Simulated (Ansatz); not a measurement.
Run this with Ansatz 0.2.0, Python API and show what comes out.

Script `convert_pbse.py`:
```python
"""Chain to YAML and back, for PbSe."""

from pathlib import Path
import logging
import sys

import ansatz as az

logging.basicConfig(stream=sys.stdout, format="[%(levelname)s] %(message)s")
log = logging.getLogger("pbse")
log.setLevel(logging.INFO)

XC = "r2SCAN"
TOLERANCE = 1e-08
OCCUPATIONS = "fixed"
KGRID = (2, 4, 4)


def main() -> None:
    crystal = (
        az.Lattice.of((13.219818, 0.0, 0.0), (0.0, 4.456451, 0.0), (0.0, 0.0, 4.415184))
        .atom("Pb", (0.859581, 0.75, 0.910286))
        .atom("Pb", (0.359581, 0.75, 0.589714))
        .atom("Pb", (0.140419, 0.25, 0.089714))
        .atom("Pb", (0.640419, 0.25, 0.410286))
        .atom("Se", (0.642306, 0.75, 0.951754))
        .atom("Se", (0.142306, 0.75, 0.548246))
        .atom("Se", (0.357694, 0.25, 0.048246))
        .atom("Se", (0.857694, 0.25, 0.451754))
    )

    calc = crystal.calculation()
    calc = calc.pseudopotentials("paw")
    calc = calc.functional(XC)
    calc = calc.scf(tolerance=TOLERANCE).occupations(OCCUPATIONS)
    calc = calc.kpoints(*KGRID)
    Path("written.yaml").write_text(calc.to_yaml())
    back = az.Calculation.from_yaml("written.yaml")
    print(back.to_python())
    print("same input:", back.to_yaml() == calc.to_yaml())


if __name__ == "__main__":
    main()
```

`python convert_pbse.py` gives:
```text
(
    az.Lattice.of(((13.219818, 0.0, 0.0), (0.0, 4.456451, 0.0), (0.0, 0.0, 4.415184)))
    .atom("Pb", (0.859581, 0.75, 0.910286))
    .atom("Pb", (0.359581, 0.75, 0.589714))
    .atom("Pb", (0.140419, 0.25, 0.089714))
    .atom("Pb", (0.640419, 0.25, 0.410286))
    .atom("Se", (0.642306, 0.75, 0.951754))
    .atom("Se", (0.142306, 0.75, 0.548246))
    .atom("Se", (0.357694, 0.25, 0.048246))
    .atom("Se", (0.857694, 0.25, 0.451754))
    .calculation()
    .kpoints(2, 4, 4)
    .functional("r2scan")
    .pseudopotentials(kind="paw")
    .scf(tolerance=1e-08)
    .occupations(method="fixed")
)

same input: True
```

File `written.yaml` afterwards:
```yaml
crystal:
  lattice:
    - [13.219818, 0.0, 0.0]
    - [0.0, 4.456451, 0.0]
    - [0.0, 0.0, 4.415184]
  atoms:
    - { symbol: Pb, position: [0.859581, 0.75, 0.910286] }
    - { symbol: Pb, position: [0.359581, 0.75, 0.589714] }
    - { symbol: Pb, position: [0.140419, 0.25, 0.089714] }
    - { symbol: Pb, position: [0.640419, 0.25, 0.410286] }
    - { symbol: Se, position: [0.642306, 0.75, 0.951754] }
    - { symbol: Se, position: [0.142306, 0.75, 0.548246] }
    - { symbol: Se, position: [0.357694, 0.25, 0.048246] }
    - { symbol: Se, position: [0.857694, 0.25, 0.451754] }
kpoints:
  mp_grid:
    grid: [2, 4, 4]
hamiltonian:
  xc: r2scan
  pseudopotentials:
    kind: paw
scf:
  convergence:
    dr2_threshold: 1.0e-08
  occupations:
    method: fixed
```

The input is only written out: it wasn't run, and its settings aren't tested. The structure comes from a database and needn't be a stable phase.
